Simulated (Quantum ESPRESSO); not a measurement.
**CuO: zone-centre phonons under several settings**

```
CELL_PARAMETERS angstrom
2.55255 0.00000 0.00000
0.00000 2.55255 0.00000
0.00000 0.00000 2.55255
ATOMIC_POSITIONS crystal
Cu 0.00000 0.00000 0.00000
O 0.50000 0.50000 0.50000
```

Measurements of this composition are mostly on another form, of space group No. 15.

All runs used Quantum ESPRESSO 7.5; potentials Ansatz NC SR PBE; k mesh 7 × 7 × 7; relaxed cell; no spin polarisation; cutoff 1252 eV; occupations cold, width 0.2 eV.

```csv
level,volume (Å³/atom),pressure (GPa),lowest optical mode without the field (cm⁻¹)
PBE,9.10,0.7,136
WC,8.69,0.2,167
RPBE,9.39,1.3,117
revPBE,?,1.1,?
```

What stands in the row left open?

Volume 9.31 Å³/atom; lowest optical mode without the field 122 cm⁻¹.

Caveats: the mesh is thin for the phonons of a metal; an odd number of electrons without spin polarisation forces a metal; a magnetic or distorted state may lie lower; the run has no spin polarisation, though such a crystal can be magnetic; the potentials were made for another functional, which shifts forces and pressure (some runs).

For the row left open. Caveat: the k mesh is coarse; the mesh is thin for the phonons of a metal; the potentials were made for another functional, which shifts forces and pressure; an odd number of electrons without spin polarisation forces a metal; a magnetic or distorted state may lie lower; the run has no spin polarisation, though such a crystal can be magnetic.
